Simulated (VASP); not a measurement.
A run of VASP 6.6.1 is set up as follows.

File INCAR:

```
  PREC = Accurate
  ENCUT = 520
  EDIFF = 1E-7
  ISMEAR = -1
  SIGMA = 0.05
  LREAL = F
  LASPH = T
  NELM = 100
  ALGO = Fast
  ISIF = 2
  LWAVE = F
  LCHARG = F
  GGA = PE
  NBANDS = 11
```

File KPOINTS:

```
regular mesh
0
Gamma
  10 10 10
```

The input POSCAR:

```
Hf
1.0
    0.0000000000      2.2200000000      2.2200000000
    2.2200000000      0.0000000000      2.2200000000
    2.2200000000      2.2200000000      0.0000000000
Hf
1
Direct
    0.0000000000      0.0000000000      0.0000000000
```

Potentials or basis: VASP PAW PBE potentials, release 64 (Hf_pv).

Launch:

```console
$ cat potpaw_PBE.64/Hf_pv/POTCAR > POTCAR
$ mpirun -np 1 vasp_std > vasp.out
```

(1) Estimate the pressure.

(2) What does it give for the band gap on the k mesh?

## Answers

(1) 2.6 GPa.

(2) none (metal or under the smearing width).
